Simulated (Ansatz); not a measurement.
A 2-atom cell of CsI (Pm-3m) from a materials database, relaxed with r2SCAN: it is cubic, Pm-3m (No. 221); conventional cell a = 4.608 Å, 48.93 Å³ an atom. Cs has 8 I at 3.99 Å; I has 8 Cs at 3.99 Å. One-shot G0W0@PBE in the PAW code Ansatz on a 4×4×4 mesh (contour deformation, no spin-orbit coupling), from a PBE gap of 3.800 eV over the mesh points (the G0W0 gap is indirect on the mesh); the number N of bands summed and the screening cutoff rise together. Spin-unpolarised throughout; all numbers are computed.

```
  N  cutoff (eV)  1000/N  G0W0 gap (eV)
305          120   3.279          5.715
738          220   1.355          5.781
```

Q: Lay a straight line in 1000/N through these rows.

A: The slope is -0.0343 eV per unit of 1000/N and the intercept 5.827 eV.

Q: Predict the gap at N = 1345 (300 eV).

A: 5.827 + (-0.0343) × 0.743 = 5.802 eV; the run gives 5.796 eV, -0.006 eV from the line.

Q: With that run's result added, what limit do the last two rows suggest?

A: Their slope is (5.796 − 5.781)/(0.743 − 1.355) = -0.0245, which meets 1/N = 0 at 5.81 eV, against 5.827 eV from the first line. The slope flattens, so the first line overshoots; the k mesh isn't extrapolated.

No spin-orbit coupling is included; it can move band edges with weight on the heavy atoms by tenths of an eV.
